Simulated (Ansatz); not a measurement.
# Al2O3: the cost of one run

Computed with Ansatz 0.2.0 (DFT PBE+D3(BJ), scalar-relativistic, plane waves, PAW, unless a step's input says otherwise).

**1. The structure to begin with**

The structure is trigonal, space group P-3m1 (No. 164). The conventional cell has a = 2.996 Å, b = 2.996 Å, c = 7.449 Å, α = 90.00°, β = 90.00°, γ = 120.00°. Al (site symmetry 3m) is surrounded by 4 O at 1.67 to 1.83 Å. O (site symmetry 3m) is surrounded by 3 Al at 1.83 Å. O (site symmetry -3m) is surrounded by 2 Al at 1.67 Å.

As a file:

```xyz
5
Lattice="2.9963 0.0000 0.0000 -1.4982 2.5949 0.0000 0.0000 0.0000 7.4489" Properties=species:S:1:pos:R:3 pbc="T T T"
Al    0.0000    0.0000    2.0507
Al    0.0000    0.0000    5.3983
O     0.0000    1.7299    1.4551
O     1.4982    0.8650    5.9939
O     0.0000    0.0000    3.7245
```

It goes back to an entry of the Materials Project, which need not be the stable form.

This cell was relaxed beforehand with the same method: volume 11.58 Å³/atom, gap on the mesh 2.42 eV.

**2. The undisturbed cell**

Contents of input.yaml:

```yaml
crystal:
  lattice:
    - [2.9963160491, 0.0, 0.0]
    - [-1.4981580246, 2.5948858163, 0.0]
    - [0.0, 0.0, 7.4489467441]
  atoms:
    - { symbol: Al, position: [0.0, 0.0, 0.2752945179] }
    - { symbol: Al, position: [0.0, 0.0, 0.7247054821] }
    - { symbol: O, position: [0.3333333333, 0.6666666667, 0.1953369158] }
    - { symbol: O, position: [0.6666666667, 0.3333333333, 0.8046630842] }
    - { symbol: O, position: [0.0, 0.0, 0.5] }
basis:
  ecutwfc: 420
kpoints:
  mp_grid: { grid: [12, 12, 4] }
hamiltonian:
  xc: pbe
  dispersion: d3bj
scf:
  occupations: { method: gaussian, width: 0.05 }
output:
  forces: true
  stress: true
  eigenvalues: true
  write_density: true
  write_potential: true
  elf: true
  volumetric_format: npy
```

On the command line:

```console
> ansatz run input.yaml --threads 1 --pin off --max-ram 2560MiB --backend cpu --events-out ev --progress --plain --runs-dir out
```

**Question.** How long does this run take on 1 thread of Arm Neoverse V2, shared host, and how much memory does it need?

About 4.7 s, with a peak of 0.33 GiB.
